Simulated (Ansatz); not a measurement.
# LiBr (Fm-3m): converging the G0W0 gap

Wanted: a G0W0 gap for LiBr (Fm-3m) that is converged in bands and cutoff, or an estimate of the limit.

Program: Ansatz 0.2.0. Level of theory: G0W0 on PBE, plane waves, PAW; PAW set soft_1. Results are calculated unless marked as measured.

### 1. Set-up

Symmetry: Fm-3m, No. 225, cubic system. The conventional cell has a = 5.501 Å, b = 5.501 Å, c = 5.501 Å, α = 90.00°, β = 90.00°, γ = 90.00°. Nearest to Li lie 6 Br at 2.75 Å. Nearest to Br lie 6 Li at 2.75 Å. Farther neighbours and most contacts between anions are not listed.

The cell and positions come from the Crystallography Open Database and are kept as given unless a step says otherwise.

### 2. 43 empty bands, screening to 60 eV

Now the one-shot GW correction: screening in the RPA, then the self-energy of the levels asked for. This step takes PAW set soft_1 files.

input.yaml reads:

```yaml
crystal:
  lattice:
    - [0.0, 2.75065, 2.75065]
    - [2.75065, 0.0, 2.75065]
    - [2.75065, 2.75065, 0.0]
  atoms:
    - { symbol: Li, position: [0.0, 0.0, 0.0] }
    - { symbol: Br, position: [0.5, 0.5, 0.5] }
kpoints:
  mp_grid: { grid: [6, 6, 6] }
hamiltonian:
  xc: pbe
  pseudopotentials: { kind: paw, azcp: { folder: soft_1 } }
scf:
  occupations: { method: fixed }
gw:
  n_empty_bands: 43
  ecut_chi: 60
  qp_bands: [v2, c2]
  qp_kpoints: band_edges
  screening: { model: contour_deformation }
```

On the command line:

```
$ ansatz run input.yaml --threads 24 --pin off --max-ram 82944MiB --backend cuda --events-out ev --progress --plain --runs-dir out --devices 1 --max-vram 78GiB
```

Numbers of over 12 decimals in the logs are rounded to 6 here.

What it wrote:

```text
GPUs: using 1 of 1 available (devices: 1).
Engine: ansatz 0.2.0, aarch64-unknown-linux-gnu
Pseudopotentials: kind: paw
Pseudopotential: Li, paw, valence charge 3, recommended cutoff 420 eV (normal), soft_1/Li.paw.azcp
Pseudopotential: Br, paw, valence charge 7, recommended cutoff 420 eV (normal), soft_1/Br.paw.azcp
Functional definition: PBE
  parameter kappa = 0.804
  parameter beta = 0.066725
  exchange = pbe_x(kappa = kappa, mu = beta*pi^2/3)
  correlation = pbe_c(beta = beta)
device memory: the entry about to start is reckoned to put 0.4 GiB on a device that reports 182.5 GiB free (of which the cap on the GPU budget leaves the run 78.0 GiB)
GPU FFT provider: cuFFT
GPU libraries: cuBLAS 13.8.1, cuFFT 12.4.0, cuSOLVER 12.3.2
GPU matrix products: emulated (plane waves: as basis.precision tells), large ones in fixed point in workspaces of 1.00 GiB
Crystal: 2 atoms, lattice volume = 41.623 Å³
Basis set: ecut = 420 eV, 869 PW (Γ)
Bands: 9, of which v1, the nominal top of the filled ones, is band 5 counted from 1 (4 counted from 0)
Symmetry: 48 space group operations
Space group: Fm-3m (ITA 225), of the structure as read, at distance tolerance 3.5e-5 Å
k-points: 16 of 216
Non-local potential: Li, projectors of the file, l = 0: 3, l = 1: 2, l = 2: 1
Non-local potential: Br, projectors of the file, l = 0: 2, l = 1: 2, l = 2: 2
PAW form: soft (Blöchl's): semilocal exchange-correlation on the pseudo side does not see the compensation charge
PAW one-centre angular grid: Li, 110 points (default); XC on 96 Gauss nodes
PAW one-centre angular grid: Br, 110 points (default); XC on 64 Gauss nodes
Initial density: superposition of atomic densities (chi_scale 0.1, normalization cell, long waves kept (reshape's long-wave potential 0.00 eV rms))
Initial wavefunctions: pseudopotential atomic-orbital guess
GPU buffer pool allocated for 19683 grid points (all kernels)
GPU transforms: local potential and band sums: pruned to the plane-wave sphere, on 25×25×25
Functional: x = pbe(κ = 0.804, μ = 0.219515), c = pbe(β = 0.066725)
SCF iter   1: F=—  HF=-2990.973075 eV  |F-HF|=—  |Δ(HF+E_count)|=         —  Δρ=2.41e-2  dr2=1.80e-1  ethr=3.10e-3  ⟨swp⟩=4.4  Hψ=814  notcnv=0  defer=15
preconditioner: auto → none  [insulator: Δε(μ)=4.559 eV  Ē_g=12.601 eV  n_scr=8 (ndim 8)  ℏωp=16.3 eV  f_vac=0.000  ε∞_Penn≈2.7]
SCF iter   2: F=—  HF=-2990.967079 eV  |F-HF|=—  |Δ(HF+E_count)|=   6.00e-3  Δρ=1.14e-2  dr2=3.57e-2  ethr=1.80e-3  ⟨swp⟩=2.0  Hψ=313  notcnv=0  defer=23
SCF iter   3: F=—  HF=-2990.972950 eV  |F-HF|=—  |Δ(HF+E_count)|=   5.87e-3  Δρ=2.09e-3  dr2=1.41e-3  ethr=3.57e-4  ⟨swp⟩=3.0  Hψ=262  notcnv=0  defer=25
SCF iter   4: F=—  HF=-2990.973229 eV  |F-HF|=—  |Δ(HF+E_count)|=   2.79e-4  Δρ=3.11e-4  dr2=3.45e-5  ethr=1.41e-5  ⟨swp⟩=2.4  Hψ=232  notcnv=0  defer=28
SCF iter   5: F=—  HF=-2990.973283 eV  |F-HF|=—  |Δ(HF+E_count)|=   5.39e-5  Δρ=2.73e-5  dr2=4.69e-7  ethr=3.45e-7  ⟨swp⟩=2.0  Hψ=230  notcnv=0  defer=28
SCF iter   6: F=-2990.973283 eV  HF=-2990.973283 eV  |F-HF|=3.16e-9  |Δ(HF+E_count)|=   3.50e-7  Δρ=2.99e-6  dr2=3.38e-9  ethr=1.00e-9  ⟨swp⟩=5.3  Hψ=667  notcnv=0
SCF 1 converged in 6 iterations: F = -2990.973283 eV  dr2 = 3.38e-9
  greatest PAW one-centre occupation: 1.000 electrons in one spin orbital (limit 2), on the Li atom at site 0 (counted from 0), in its partial waves of l = 0
device memory: the entry about to start is reckoned to put 0.5 GiB on a device that reports 182.5 GiB free (of which the cap on the GPU budget leaves the run 78.0 GiB)
NSCF: frozen V_eff on 16 k-points, pencils in batches of 32, up to order 36
the band table was solved once the SCF had ended and its energy, with any forces and stress, was formed, with the checks that follow a solve (1104 applications of the Hamiltonian). They found nothing against the state; the energy, forces and stress were not computed again (output.eigenvalues in the input reference)
device memory: the entry about to start is reckoned to put 5.2 GiB on a device that reports 182.5 GiB free (of which the cap on the GPU budget leaves the run 78.0 GiB)
NSCF: frozen V_eff on 16 k-points
G₀W₀ screening: q 1/16
[... further progress lines ...]
device memory: the entry about to start is reckoned to put 0.3 GiB on a device that reports 180.6 GiB free (of which the cap on the GPU budget leaves the run 78.0 GiB)
NSCF: frozen V_eff on 1 k-points
device memory: the entry about to start is reckoned to put 0.3 GiB on a device that reports 180.6 GiB free (of which the cap on the GPU budget leaves the run 78.0 GiB)
NSCF: frozen V_eff on 1 k-points
SCF converged after 6 iterations
Free energy (F): -2990.973283 eV
Harris-Foulkes:  -2990.973283 eV  (|F-HF|=3.16e-9)
Internal energy: -2990.973283 eV  (E = F + TS)
E sigma→0 (E₀):  -2990.973283 eV
Fermi energy:    2.048908 eV
--- Per-component energies (eV) ---
  E_band       = -102.075589
  E_kinetic    = 148.479770
  E_local      = -299.620432  (includes V_loc(G=0)·N_el)
  E_nonlocal   = 31.635602
  E_hartree    = 80.707069
  E_xc         = -206.616337
  E_vxc        = -121.403347  (∫ρ·V_xc dr)
  E_paw        = -2337.634103  (= ΣΔE_a)
  E_vpaw       = -22.582275  (= ΣTr[D̂ρ^β])
  E_aug_tail   = 0.000252  (compensation charges beyond the density's cutoff)
  E_ewald      = -407.925104
  E_smearing   = -0.000000  (= −TS)
  E_closure    = 0.000000  (closes the sum)
  Σ components = -2990.973283   (vs F -2990.973283, Δ=0.00e0)
--- Band table (eV; the first three rows and the last of 16) ---
  k-point 0: bands = ["-42.3408", "-11.3835", "2.0489", "2.0489", "2.0489", "6.9876", "12.5616", "12.5616", "12.5616"]
  k-point 1: bands = ["-42.3406", "-11.2745", "1.1111", "1.9778", "1.9778", "7.7677", "11.6253", "12.0165", "12.0165"]
  k-point 2: bands = ["-42.3401", "-11.0398", "-0.2579", "1.8475", "1.8475", "7.9179", "10.6518", "10.6518", "12.5709"]
  k-point 15: bands = ["-42.3395", "-10.7261", "-0.4803", "0.3660", "0.9111", "9.1991", "10.3668", "11.8354", "12.5943"]
--- G₀W₀: contour deformation, 5 samples at zero and on the imaginary axis and 3 off it, 216 q-points, 43 empty bands' worth ---
  eigenvalues of the whole cell's RPA ε∞ on this k-mesh (on a slab, of 1 + 4πα/V) = 3.1678, 3.1678, 3.1678; static W/v taken at q = 0 is 0.315680
  bands read: the sum over 48 bands ends inside a degenerate multiplet in 3 slots, whose members it reads at an even weight; the widest, k=0: bands 47 to 49 (counted from 1) at 2/3 each
  gw.qp_kpoints: band_edges: 12 of 16 stored k-points solved, in 1 pass; an edge of the gap read off the rows below is read off those points alone
    valence top: of the k-points left out ik 5 came nearest to being solved in a further pass, in band 4 (counted from 1, as in the quasiparticle table): it holds the edge there only if its correction is more favourable than any solved in that band by at least 0.564 eV; those differ by 0.282 eV
    conduction bottom: of the k-points left out ik 11 came nearest to being solved in a further pass, in band 6 (counted from 1, as in the quasiparticle table): it holds the edge there only if its correction is more favourable than any solved in that band by at least 1.823 eV; those differ by 0.171 eV
    ik  band        ε_KS         Σx   Σc(E_QP)       V_xc       Z   E_QP_lin       E_QP  E_QP is
     0     4      2.0489   -19.8568     2.4658   -16.2632  0.8062     0.9081     0.9211  root
     0     5      2.0489   -19.8568     2.4658   -16.2632  0.8062     0.9081     0.9211  root
     0     6      6.9876    -6.2597    -3.3898   -10.3967  0.8393     7.7393     7.7349  root
     0     7     12.5616    -4.3974    -3.7477    -9.0857  0.8240    13.5131    13.5022  root
     1     4      1.9778   -19.8081     2.4802   -16.1853  0.8057     0.8218     0.8352  root
     1     5      1.9778   -19.8081     2.4802   -16.1853  0.8057     0.8218     0.8352  root
     1     6      7.7677    -6.3665    -3.4352   -10.6220  0.8358     8.5938     8.5881  root
     1     7     11.6253    -4.7398    -3.7669    -9.4092  0.8220    12.5377    12.5278  root
     2     4      1.8475   -19.7434     2.5099   -16.0642  0.8048     0.6639     0.6783  root
     2     5      1.8475   -19.7434     2.5099   -16.0642  0.8048     0.6639     0.6783  root
     2     6      7.9179    -4.9236    -3.4139    -9.1055  0.8392     8.6908     8.6859  root
     2     7     10.6518    -3.8332    -3.7243    -8.5428  0.8290    11.6473    11.6371  root
     3     4      1.7877   -19.7239     2.5242   -16.0184  0.8044     0.5917     0.6065  root
     3     5      1.7877   -19.7239     2.5242   -16.0184  0.8044     0.5917     0.6065  root
     3     6      7.6756    -4.6144    -3.3553    -8.7059  0.8412     8.4162     8.4118  root
     3     7     10.1588    -3.8343    -3.6421    -8.4482  0.8322    11.1400    11.1306  root
     4     4      1.7271   -19.4832     2.5179   -15.7761  0.8041     0.5228     0.5379  root
     4     5      1.7271   -19.4832     2.5179   -15.7761  0.8041     0.5228     0.5379  root
     4     6      8.3103    -7.0705    -3.4733   -11.4365  0.8315     9.2102     9.2030  root
     4     7     11.1245    -3.9051    -3.6064    -8.2839  0.8313    11.9031    11.8969  root
     6     4      1.1216   -18.7615     2.5873   -14.8897  0.8003    -0.1820    -0.1628  root
     6     5      1.5356   -19.3827     2.5581   -15.6003  0.8028     0.2948     0.3113  root
     6     6      8.6327    -5.0341    -3.4426    -9.2999  0.8361     9.4619     9.4559  root
     6     7     10.0211    -4.6682    -3.6264    -9.2541  0.8293    10.9900    10.9806  root
[...]
12     4      0.9134   -18.7946     2.6857   -14.7816  0.7977    -0.4352    -0.4139  root
    12     5      0.9134   -18.7946     2.6857   -14.7816  0.7977    -0.4352    -0.4139  root
    12     6      8.2910    -4.9996    -3.4289    -9.2253  0.8354     9.0933     9.0877  root
    12     7      9.1660    -3.9342    -3.3243    -7.9178  0.8407     9.8289     9.8253  root
    14     4      0.2888   -18.0684     2.7800   -13.8781  0.7928    -1.1482    -1.1215  root
    14     5      1.2181   -19.0038     2.6005   -15.1248  0.8006    -0.0792    -0.0603  root
    14     6      9.7268    -4.6929    -3.6416    -9.2420  0.8305    10.6427    10.6344  root
    14     7      9.9356    -5.2927    -3.6022    -9.8403  0.8273    10.8901    10.8809  root
```

Run time: 3.1 s. Hardware: 1 × NVIDIA GB200 (shared by 2 runs) with 24 threads of Arm Neoverse V2, shared host; peak memory 1.1 GiB.

In the SCF lines HF is the Harris–Foulkes energy and dr2 the Hartree energy of the density residual, in eV; the loop may stop once dr2 is under the threshold and the program's other checks hold. Hψ counts applications of the Hamiltonian.

Numbers from this step:

```
bands summed                                 : 48
RPA ε∞ on this mesh (eigenvalues)            : 3.168, 3.168, 3.168
plane waves in the screening matrix          : 59
q-points in the mesh                         : 216
G0W0 gap on the mesh                         : 6.814 eV
k of the valence top                         : 0, 0, 0
k of the conduction bottom                   : 0, 0, 0
starting gap on the mesh                     : 4.939 eV
Z at the valence top                         : 0.8062
Z at the conduction bottom                   : 0.8393
least direct G0W0 gap on the computed points : 6.814 eV
```

The gap on the mesh goes from 4.94 eV to 6.81 eV, a correction of +1.88 eV. Between the two edge states, bare exchange in place of the xc potential would open the gap by 7.73 eV, and correlation takes back 5.86 eV.

### 3. 124 empty bands, screening to 120 eV

Bands and screening cutoff are moved together, since each hides the error of the other.

Changes to input.yaml since step 2:

```diff
@@ -16,4 +16,4 @@
 gw:
-  n_empty_bands: 43
-  ecut_chi: 60
+  n_empty_bands: 124
+  ecut_chi: 120
   qp_bands: [v2, c2]
```

What it wrote:

```text
GPUs: using 1 of 1 available (devices: 1).
[...]
GPU FFT provider: cuFFT
GPU libraries: cuBLAS 13.8.1, cuFFT 12.4.0, cuSOLVER 12.3.2
[...]
Crystal: 2 atoms, lattice volume = 41.623 Å³
Basis set: ecut = 420 eV, 869 PW (Γ)
Bands: 9, of which v1, the nominal top of the filled ones, is band 5 counted from 1 (4 counted from 0)
Symmetry: 48 space group operations
[...]
k-points: 16 of 216
[...]
GPU buffer pool allocated for 19683 grid points (all kernels)
[...]
SCF iter   1: F=—  HF=-2990.973075 eV  |F-HF|=—  |Δ(HF+E_count)|=         —  Δρ=2.41e-2  dr2=1.80e-1  ethr=3.10e-3  ⟨swp⟩=4.4  Hψ=814  notcnv=0  defer=15
[...]
SCF iter   6: F=-2990.973283 eV  HF=-2990.973283 eV  |F-HF|=3.16e-9  |Δ(HF+E_count)|=   3.50e-7  Δρ=2.99e-6  dr2=3.38e-9  ethr=1.00e-9  ⟨swp⟩=5.3  Hψ=667  notcnv=0
SCF 1 converged in 6 iterations: F = -2990.973283 eV  dr2 = 3.38e-9
[...]
NSCF: frozen V_eff on 16 k-points, pencils in batches of 32, up to order 36
[...]
NSCF: frozen V_eff on 16 k-points
G₀W₀ screening: q 1/16
[... further progress lines ...]
[...]
SCF converged after 6 iterations
Free energy (F): -2990.973283 eV
[...]
Internal energy: -2990.973283 eV  (E = F + TS)
E sigma→0 (E₀):  -2990.973283 eV
Fermi energy:    2.048908 eV
[...]
--- Band table (eV; the first three rows and the last of 16) ---
[...]
0     4      2.0489   -19.8568     2.0988   -16.2632  0.8007     0.5306     0.5541  root
     0     5      2.0489   -19.8568     2.0988   -16.2632  0.8007     0.5306     0.5541  root
     0     6      6.9876    -6.2597    -3.5011   -10.3967  0.8384     7.6267     7.6235  root
     0     7     12.5616    -4.3974    -3.9375    -9.0857  0.8226    13.3192    13.3125  root
     1     4      1.9778   -19.8081     2.1169   -16.1853  0.8003     0.4477     0.4719  root
     1     5      1.9778   -19.8081     2.1169   -16.1853  0.8003     0.4477     0.4719  root
     1     6      7.7677    -6.3665    -3.5750   -10.6220  0.8345     8.4522     8.4483  root
     1     7     11.6253    -4.7398    -3.9499    -9.4092  0.8207    12.3509    12.3449  root
[...]
14     4      0.2888   -18.0684     2.5072   -13.8781  0.7887    -1.4334    -1.3944  root
    14     5      1.2181   -19.0038     2.2812   -15.1248  0.7958    -0.4100    -0.3797  root
    14     6      9.7268    -4.6929    -3.7983    -9.2420  0.8294    10.4832    10.4777  root
    14     7      9.9356    -5.2927    -3.7754    -9.8403  0.8259    10.7137    10.7077  root
```

Elapsed: 3.7 s, on 1 × NVIDIA GB200 (shared by 2 runs) with 24 threads; peak memory 1.1 GiB; 12 s of CPU time.

This step gave:

```
bands summed                                 : 129
RPA ε∞ on this mesh (eigenvalues)            : 3.164, 3.164, 3.164
plane waves in the screening matrix          : 137
q-points in the mesh                         : 216
G0W0 gap on the mesh                         : 7.069 eV
k of the valence top                         : 0, 0, 0
k of the conduction bottom                   : 0, 0, 0
starting gap on the mesh                     : 4.939 eV
Z at the valence top                         : 0.8007
Z at the conduction bottom                   : 0.8384
least direct G0W0 gap on the computed points : 7.069 eV
```

Against the run with 6×6×6 mesh, 43 empty bands, screening to 60 eV, PAW set soft_1 files, the gap moves by +0.26 eV.

### 4. 267 empty bands, screening to 200 eV

Changes to input.yaml since step 3:

```diff
@@ -16,4 +16,4 @@
 gw:
-  n_empty_bands: 124
-  ecut_chi: 120
+  n_empty_bands: 267
+  ecut_chi: 200.0
   qp_bands: [v2, c2]
```

What it wrote:

```text
GPUs: using 1 of 1 available (devices: 1).
[...]
GPU FFT provider: cuFFT
GPU libraries: cuBLAS 13.8.1, cuFFT 12.4.0, cuSOLVER 12.3.2
[...]
Crystal: 2 atoms, lattice volume = 41.623 Å³
Basis set: ecut = 420 eV, 869 PW (Γ)
Bands: 9, of which v1, the nominal top of the filled ones, is band 5 counted from 1 (4 counted from 0)
Symmetry: 48 space group operations
[...]
k-points: 16 of 216
[...]
1     7     11.6253    -4.7398    -4.0188    -9.4092  0.8203    12.2808    12.2759  root
[...]
14     4      0.2888   -18.0684     2.3688   -13.8781  0.7879    -1.5792    -1.5328  root
    14     5      1.2181   -19.0038     2.1177   -15.1248  0.7948    -0.5808    -0.5432  root
    14     6      9.7268    -4.6929    -3.8604    -9.2420  0.8291    10.4202    10.4156  root
    14     7      9.9356    -5.2927    -3.8327    -9.8403  0.8254    10.6555    10.6504  root
[key lines of the parts left out:]
SCF converged after 6 iterations
Free energy (F): -2990.973283 eV
Fermi energy:    2.048908 eV
```

Run time: 7.9 s. Hardware: 1 × NVIDIA GB200 (shared by 2 runs) with 24 threads; peak memory 1.2 GiB.

This step gave:

| Quantity | Value |
| --- | --- |
| bands summed | 272 |
| RPA ε∞ on this mesh (eigenvalues) | 3.163, 3.163, 3.163 |
| plane waves in the screening matrix | 283 |
| G0W0 gap on the mesh | 7.200 eV |
| k of the valence top | 0, 0, 0 |
| k of the conduction bottom | 0, 0, 0 |
| starting gap on the mesh | 4.939 eV |
| least direct G0W0 gap on the computed points | 7.200 eV |

Against the run with 6×6×6 mesh, 124 empty bands, screening to 120 eV, PAW set soft_1 files, the gap moves by +0.13 eV.

### 5. Changing the k mesh: 4×4×4 mesh, 124 empty bands, screening to 120 eV, PAW set soft_1 files

A second mesh at equal bands and cutoff isolates the sampling error. Bands and cutoff differ from the step before, so it is read against an earlier run that matches them.

Changes to input.yaml since step 4:

```diff
@@ -9,3 +9,3 @@
 kpoints:
-  mp_grid: { grid: [6, 6, 6] }
+  mp_grid: { grid: [4, 4, 4] }
 hamiltonian:
@@ -16,4 +16,4 @@
 gw:
-  n_empty_bands: 267
-  ecut_chi: 200.0
+  n_empty_bands: 124
+  ecut_chi: 120
   qp_bands: [v2, c2]
```

What it wrote:

```text
GPUs: using 1 of 1 available (devices: 1).
[...]
GPU FFT provider: cuFFT
GPU libraries: cuBLAS 13.8.1, cuFFT 12.4.0, cuSOLVER 12.3.2
[...]
Crystal: 2 atoms, lattice volume = 41.623 Å³
Basis set: ecut = 420 eV, 869 PW (Γ)
Bands: 9, of which v1, the nominal top of the filled ones, is band 5 counted from 1 (4 counted from 0)
Symmetry: 48 space group operations
[...]
k-points: 8 of 64
[...]
1     7     11.2512    -3.8139    -4.0196    -8.6466  0.8220    12.0719    12.0643  root
[...]
6     4      0.9207   -18.8295     2.4211   -14.7787  0.7922    -0.7426    -0.7090  root
     6     5      0.9207   -18.8295     2.4211   -14.7787  0.7922    -0.7426    -0.7090  root
     6     6      8.2933    -4.9657    -3.5993    -9.2219  0.8320     8.9540     8.9501  root
     6     7      9.1702    -3.8944    -3.5087    -7.9124  0.8370     9.6818     9.6795  root
[key lines of the parts left out:]
SCF converged after 6 iterations
Free energy (F): -2990.963020 eV
Fermi energy:    2.057130 eV
```

It took 1.9 s on 1 × NVIDIA GB200 (shared by 2 runs) with 24 threads; peak memory 1.1 GiB; 4.2 s of CPU time.

This step gave:

* bands summed: 129
* RPA ε∞ on this mesh (eigenvalues): 3.325, 3.325, 3.325
* plane waves in the screening matrix: 137
* G0W0 gap on the mesh: 7.063 eV
* k of the valence top: 0, 0, 0
* k of the conduction bottom: 0, 0, 0
* starting gap on the mesh: 4.936 eV
* least direct G0W0 gap on the computed points: 7.063 eV

Against the run with 6×6×6 mesh, 124 empty bands, screening to 120 eV, PAW set soft_1 files, the gap moves by −0.006 eV.

[end of part 1 of 2]

[Paths, hosts, dates, memory and timing lines, banners, echoed tables and standing remarks are left out of the program output.]

[Logs are printed without paths, hosts, clocks, repeated set-up lines and the standing remarks that a program may print on its own settings, such as how far it seeks lower states.]

[Runs of the session that timed out or met a known fault of the program may be left out.]

[Cells called generated may have been cut or substituted from an entry of the Crystallography Open Database or the Materials Project.]

[Hosts, paths, dates, database ids (printed as entryN), source tags and the programs' standing remarks are cut or masked in the printed files.]
